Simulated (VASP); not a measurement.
Sb: equation of state with LDA

Sb:

```
CELL_PARAMETERS angstrom
2.15104 1.24190 3.65213
-2.15104 1.24190 3.65213
0.00000 -2.48381 3.65213
ATOMIC_POSITIONS crystal
Sb 0.76390 0.76390 0.76390
Sb 0.23610 0.23610 0.23610
```

* Program: VASP 6.6.1
* Task: equation of state
* Functional: LDA
* Potentials or basis: VASP PAW LDA potentials, release 64 (Sb)
* Cutoff: 520 eV
* k mesh: 8 × 8 × 8
* Occupations: fermi-dirac, width 0.05 eV
* Spin: no spin polarisation

The equilibrium volume is 29.27 Å³/atom and the bulk modulus at fixed shape and positions is 63 GPa. The pressure derivative of the bulk modulus is 4.7 (rough: it moves with the points fitted).

Energy against volume, from the lowest point:
| volume (Å³/atom) | energy (meV/atom) |
| --- | --- |
| 28.098 | 10.00 |
| 28.683 | 2.40 |
| 29.269 | 0.00 |
| 29.854 | 2.23 |
| 30.439 | 8.58 |

All runs of the series together: 2.6 min on 1 thread of AMD EPYC 7R13 Processor (Zen 3), on a shared host.

Caveat: the cell was scaled at fixed shape and fractional positions, which overstates the stiffness of a crystal with free parameters, most of all of layers and chains. Spin-orbit coupling is left out, which matters for the levels of Sb.
